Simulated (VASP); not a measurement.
# SnO2 in VASP: one cell, several levels of theory, part 2 of 2

The system is SnO2, a lower-symmetry cell derived from the fluorite prototype, a generated structure that needn't be the ground state.

VASP 6.6.1, plane waves, PAW.

## 3. r2SCAN at this geometry

INCAR reads:

```
ENCUT = 520.000000
SIGMA = 0.010000
EDIFF = 1.00e-07
ALGO = Normal
METAGGA = R2SCAN
PREC = Accurate
IBRION = -1
ISIF = 2
ISMEAR = 0
NBANDS = 20
NELM = 120
NSW = 0
LASPH = .TRUE.
LCHARG = .FALSE.
LWAVE = .FALSE.
LREAL = .FALSE.
```

KPOINTS reads:

```
KPOINTS created by Atomic Simulation Environment
0
Gamma
8 8 8
0 0 0
```

KPOINTS_OPT reads:

```
special points
7
Reciprocal
0.0000000000 0.0000000000 0.0000000000 1
0.5000000000 0.0000000000 0.5000000000 1
0.6250000000 0.2500000000 0.6250000000 1
0.3750000000 0.3750000000 0.7500000000 1
0.5000000000 0.5000000000 0.5000000000 1
0.5000000000 0.2500000000 0.7500000000 1
0.2213540000 -0.5000000000 -0.2786460000 1
```

POSCAR reads:

```
Sn O
 1.0000000000000000
     0.0000000000000000    2.5334669715999998    2.5334669715999998
     2.4037534626000001    0.0000000000000000    2.5334669715999998
     2.4037534626000001    2.5334669715999998    0.0000000000000000
 Sn  O
   1   2
Cartesian
  0.0000000000000000  0.0000000000000000  0.0000000000000000
  1.2018767313000001  1.2667334857999999  1.2667334857999999
  3.6056301939000002  3.8002004573999999  3.8002004573999999
```

On the command line:

```
mpirun -np 1 vasp_std
```

Printed to the terminal (iteration lines stand in OSZICAR):

```text
POSCAR found type information on POSCAR SnO
 POSCAR found :  2 types and       3 ions
 -----------------------------------------------------------------------------
|                                                                             |
|                                                                             |
|     You enforced a specific xc type in the INCAR file but a different       |
|     I HOPE YOU KNOW WHAT YOU ARE DOING!                                     |
|                                                                             |
 -----------------------------------------------------------------------------

 LDA part: xc-table for (None), standard interpolation
 POSCAR, INCAR and KPOINTS ok, starting setup
 FFT: planning ... GRIDC
 FFT: planning ... GRID_SOFT
 FFT: planning ... GRID
 WAVECAR not read
 entering main loop
 Start KPOINTS_OPT (optional k-point list driver)
k-point batch [1-7\7]
```

OSZICAR:

```text
N       E                     dE             d eps       ncg     rms          rms(c)
DAV:   1     0.218458196784E+03    0.21846E+03   -0.13857E+04  2568   0.211E+03
DAV:   2    -0.253713306595E+02   -0.24383E+03   -0.23065E+03  2556   0.511E+02
DAV:   3    -0.502264185058E+02   -0.24855E+02   -0.24598E+02  2736   0.138E+02
DAV:   4    -0.508657506290E+02   -0.63933E+00   -0.63884E+00  2680   0.228E+01
DAV:   5    -0.508802770007E+02   -0.14526E-01   -0.14525E-01  3080   0.351E+00    0.112E+01
DAV:   6    -0.411602944364E+02    0.97200E+01   -0.65821E+00  3432   0.597E+01    0.467E+00
DAV:   7    -0.412758140715E+02   -0.11552E+00   -0.13466E+00  2852   0.110E+01    0.251E+00
DAV:   8    -0.413113493222E+02   -0.35535E-01   -0.17741E-01  3544   0.728E+00    0.692E-01
DAV:   9    -0.412993222127E+02    0.12027E-01   -0.61558E-02  3648   0.459E+00    0.137E-01
DAV:  10    -0.412997140734E+02   -0.39186E-03   -0.55417E-03  2648   0.610E-01    0.946E-02
DAV:  11    -0.412997647330E+02   -0.50660E-04   -0.14656E-03  2900   0.354E-01    0.669E-02
DAV:  12    -0.412997158528E+02    0.48880E-04   -0.97829E-05  3096   0.978E-02    0.337E-02
DAV:  13    -0.412996996607E+02    0.16192E-04   -0.83291E-05  2900   0.743E-02    0.232E-03
DAV:  14    -0.412996994214E+02    0.23933E-06   -0.23827E-06  2744   0.153E-02    0.179E-03
DAV:  15    -0.412996994493E+02   -0.27966E-07   -0.53315E-08  1744   0.464E-03
   1 F= -.41299699E+02 E0= -.41299699E+02  d E =-.344730E-15
       N       E                     dE             ncg
DAV:   1     0.300710127460E+04   -0.49213E+04      312
DAV:   2     0.132760476575E+04   -0.16795E+04      292
DAV:   3     0.115928816529E+04   -0.16832E+03      324
DAV:   4     0.115497005204E+04   -0.43181E+01      324
DAV:   5     0.115487267888E+04   -0.97373E-01      364
DAV:   6     0.115487007025E+04   -0.26086E-02      344
DAV:   7     0.115486997269E+04   -0.97561E-04      380
DAV:   8     0.115486996967E+04   -0.30205E-05      324
DAV:   9     0.115486996966E+04   -0.13975E-07      196
```

Parts of OUTCAR:

```text
k-points           NKPTS =     59   k-points in BZ     NKDIM =     59   number of bands    NBANDS=     20

   NELECT =      26.0000    total number of electrons

   dimension x,y,z NGX =    28 NGY =   28 NGZ =   28
   dimension x,y,z NGXF=    56 NGYF=   56 NGZF=   56

  energy-cutoff  :      520.00
  volume of cell :       30.86
      direct lattice vectors                 reciprocal lattice vectors
     0.000000000  2.533466972  2.533466972    -0.208008021  0.197358010  0.197358010
     2.403753463  0.000000000  2.533466972     0.208008021 -0.197358010  0.197358010
     2.403753463  2.533466972  0.000000000     0.208008021  0.197358010 -0.197358010

 k-points in reciprocal lattice and weights: KPOINTS created by Atomic Simulation Env
   0.00000000  0.00000000  0.00000000       0.002
   0.12500000  0.00000000  0.00000000       0.016
   0.25000000  0.00000000  0.00000000       0.016
   0.37500000 -0.00000000 -0.00000000       0.016
   0.50000000  0.00000000  0.00000000       0.008
   0.12500000  0.12500000  0.00000000       0.008
   0.25000000  0.12500000  0.00000000       0.031
   0.37500000  0.12500000  0.00000000       0.031
[... 51 more k-points ...]

 E-fermi :   8.8686

 k-point     1 :       0.0000    0.0000    0.0000
  band No.  band energies     occupation
      1     -12.7206      2.00000
      2     -12.6664      2.00000
      3     -12.6664      2.00000
      4     -12.6079      2.00000
      5     -12.3995      2.00000
      6     -12.3978      2.00000
      7      -8.3827      2.00000
      8       5.1125      2.00000
      9       5.4126      2.00000
     10       5.4126      2.00000
     11       6.6353      2.00000
     12       6.6353      2.00000
     13       7.6361      2.00000
     14       9.8517      0.00000
     15      16.3874      0.00000
     16      16.7071      0.00000
     17      16.7072      0.00000
     18      22.7994      0.00000
     19      24.2956      0.00000
     20      25.9418      0.00000

 k-point     2 :       0.1250    0.0000    0.0000
  band No.  band energies     occupation
      1     -12.7944      2.00000
      2     -12.6503      2.00000
      3     -12.6129      2.00000
      4     -12.5288      2.00000
      5     -12.3988      2.00000
      6     -12.3690      2.00000
      7      -8.3340      2.00000
      8       4.7195      2.00000
      9       5.1914      2.00000
     10       5.2867      2.00000
     11       6.0722      2.00000
     12       6.5495      2.00000
     13       7.3128      2.00000
     14      11.0230      0.00000
     15      16.3163      0.00000
     16      16.9914      0.00000
     17      17.1467      0.00000
     18      24.0330      0.00000
     19      24.4049      0.00000
     20      25.9796      0.00000

 k-point     3 :       0.2500    0.0000    0.0000
  band No.  band energies     occupation
      1     -13.0850      2.00000
      2     -12.6180      2.00000
      3     -12.5828      2.00000
      4     -12.4297      2.00000
      5     -12.3899      2.00000
      6     -11.8709      2.00000
      7      -8.3723      2.00000
      8       3.5920      2.00000
      9       4.9989      2.00000
     10       5.0402      2.00000
     11       5.2588      2.00000
     12       6.3471      2.00000
     13       6.8739      2.00000
     14      12.8152      0.00000
     15      16.3520      0.00000
     16      18.1353      0.00000
     17      18.3089      0.00000
     18      24.6822      0.00000
     19      25.9095      0.00000
     20      26.1559      0.00000

 k-point     4 :       0.3750   -0.0000   -0.0000
  band No.  band energies     occupation
      1     -13.3434      2.00000
      2     -12.5975      2.00000
      3     -12.5649      2.00000
      4     -12.4089      2.00000
      5     -12.3682      2.00000
      6     -11.0142      2.00000
      7      -8.7686      2.00000
      8       2.7877      2.00000
      9       4.5224      2.00000
     10       4.7295      2.00000
     11       5.0304      2.00000
     12       6.1524      2.00000
     13       6.4578      2.00000
     14      14.0994      0.00000
     15      16.8871      0.00000
     16      19.6218      0.00000
     17      19.7260      0.00000
     18      24.9246      0.00000
     19      25.6496      0.00000
     20      26.0417      0.00000

 k-point     5 :       0.5000    0.0000    0.0000
  band No.  band energies     occupation
      1     -13.4426      2.00000
      2     -12.5926      2.00000
      3     -12.5616      2.00000
      4     -12.3974      2.00000
      5     -12.3553      2.00000
      6     -10.3838      2.00000
      7      -9.2367      2.00000
      8       2.5458      2.00000
      9       4.2431      2.00000
     10       4.6221      2.00000
     11       5.0216      2.00000
     12       6.0740      2.00000
     13       6.2755      2.00000
     14      14.5555      0.00000
     15      17.2258      0.00000
     16      20.4526      0.00000
     17      20.4630      0.00000
     18      24.9574      0.00000
     19      25.2720      0.00000
     20      25.6145      0.00000

 k-point     6 :       0.1250    0.1250    0.0000
  band No.  band energies     occupation
      1     -12.8041      2.00000
      2     -12.6327      2.00000
      3     -12.5832      2.00000
      4     -12.5329      2.00000
      5     -12.4113      2.00000
      6     -12.3673      2.00000
      7      -8.2907      2.00000
      8       4.5690      2.00000
      9       4.8644      2.00000
     10       4.9631      2.00000
     11       5.7609      2.00000
     12       6.9093      2.00000
     13       7.8513      2.00000
     14      11.1686      0.00000
     15      15.9638      0.00000
     16      17.2190      0.00000
     17      17.5354      0.00000
     18      23.7381      0.00000
     19      24.8023      0.00000
     20      26.0965      0.00000

 k-point     7 :       0.2500    0.1250    0.0000
  band No.  band energies     occupation
      1     -12.9864      2.00000
      2     -12.6769      2.00000
      3     -12.5745      2.00000
      4     -12.4300      2.00000
      5     -12.4014      2.00000
      6     -11.9950      2.00000
      7      -8.2510      2.00000
      8       3.4128      2.00000
      9       4.2665      2.00000
     10       4.4638      2.00000
     11       6.0251      2.00000
     12       6.8255      2.00000
     13       7.7122      2.00000
     14      12.4971      0.00000
     15      15.8312      0.00000
     16      18.1451      0.00000
     17      18.5510      0.00000
     18      23.7288      0.00000
     19      25.8517      0.00000
     20      26.9849      0.00000

 k-point     8 :       0.3750    0.1250    0.0000
  band No.  band energies     occupation
      1     -13.2302      2.00000
      2     -12.6984      2.00000
      3     -12.5523      2.00000
      4     -12.4263      2.00000
      5     -12.3842      2.00000
      6     -11.1931      2.00000
      7      -8.5075      2.00000
      8       2.3084      2.00000
      9       3.9727      2.00000
     10       4.1343      2.00000
     11       6.0307      2.00000
     12       6.5019      2.00000
     13       7.3079      2.00000
     14      13.7836      0.00000
     15      16.5890      0.00000
     16      19.1953      0.00000
     17      19.8782      0.00000
     18      23.3523      0.00000
     19      25.9291      0.00000
     20      27.8058      0.00000

 k-point     9 :       0.5000    0.1250   -0.0000
  band No.  band energies     occupation
      1     -13.3742      2.00000
      2     -12.7031      2.00000
      3     -12.5465      2.00000
      4     -12.4178      2.00000
      5     -12.3750      2.00000
      6     -10.3091      2.00000
      7      -9.1147      2.00000
      8       1.8018      2.00000
      9       3.8069      2.00000
     10       4.2847      2.00000
     11       5.4627      2.00000
     12       6.6707      2.00000
     13       6.8645      2.00000
     14      14.4501      0.00000
     15      17.3649      0.00000
     16      20.0748      0.00000
     17      20.7437      0.00000
     18      22.9527      0.00000
     19      25.4674      0.00000
     20      27.7434      0.00000

 k-point    10 :      -0.3750    0.1250    0.0000
  band No.  band energies     occupation
      1     -13.3385      2.00000
      2     -12.7161      2.00000
      3     -12.5496      2.00000
      4     -12.4246      2.00000
      5     -12.3809      2.00000
      6     -10.4772      2.00000
      7      -9.0041      2.00000
      8       1.9143      2.00000
      9       4.0606      2.00000
     10       4.7533      2.00000
     11       4.9794      2.00000
     12       6.4158      2.00000
     13       6.9962      2.00000
     14      14.2883      0.00000
     15      17.1538      0.00000
     16      20.1247      0.00000
     17      20.3132      0.00000
     18      23.2527      0.00000
     19      25.3269      0.00000
     20      27.9911      0.00000

[... the tables of k-points 11 to 59 left out ...]

  Total        6.6275704      1.1694475      1.1694475      0.0000000      0.0000000     -0.0000000
  in kB      344.1236472     60.7212770     60.7212770      0.0000000      0.0000000     -0.0000000
  external PRESSURE =     155.1887338 kB  Pullay stress =       0.0000000 kB

 POSITION                                       TOTAL-FORCE (eV/Angst)
 -----------------------------------------------------------------------------------
      0.00000      0.00000      0.00000         0.000000      0.000000     -0.000000
      1.20188      1.26673      1.26673        -0.000000     -0.000000     -0.000000
      3.60563      3.80020      3.80020         0.000000      0.000000      0.000000
 -----------------------------------------------------------------------------------
    total drift:                                0.000000     -0.000000      0.000000

  FREE ENERGIE OF THE ION-ELECTRON SYSTEM (eV)
  ---------------------------------------------------
  free  energy   TOTEN  =       -41.2996994493 eV

  energy  without entropy=      -41.2996994493  energy(sigma->0) =      -41.29969945
```

Hardware: 1 MPI rank of Intel Xeon Platinum 8488C, shared host.

The levels at the points of KPOINTS_OPT are read from vasprun.xml.

Near the gap, in eV above the top of the last filled band v; c is the band after it:

```
point    v−1      v     c   c+1
    Γ  -2.18  -1.18  1.03  7.57
    X  -0.67  -0.08  4.11  8.38
    U  -0.94  -0.72  5.17  9.66
    K  -0.94  -0.72  5.17  9.66
    L  -2.75  -2.54  5.74  8.41
    W  -0.96  -0.53  5.65  9.52
```

r2SCAN gives an indirect gap of 1.03 eV, from (0.22, -0.50, -0.28) to Γ; the least direct gap is 2.22 eV. The pressure is 15.52 GPa; the forces vanish within 0.01 eV/Å.

## 4. What came out

The summary covers parts 1 to 2.

| level | gap (eV) | pressure (GPa) | Ansatz: gap (eV) | Ansatz: pressure (GPa) |
| --- | --- | --- | --- | --- |
| PBE | 0.43 | 24.21 | 0.44 | 23.31 |
| r2SCAN | 1.03 | 15.52 | 1.01 | 13.86 |

**Reading.** The gap spans 0.43 eV (PBE) to 1.03 eV (r2SCAN). Spin-orbit coupling is left out, though the cell holds Sn (Z = 50); in an element this heavy it can shift bands and gaps by tenths of an eV. At this one volume the pressure spans 15.5 GPa (r2SCAN) to 24.2 GPa (PBE): PBE wants the largest cell and r2SCAN the smallest. The two programs agree on the gap within 0.03 eV, far less than the spread between functionals. The two codes have different PAW datasets and cutoffs.
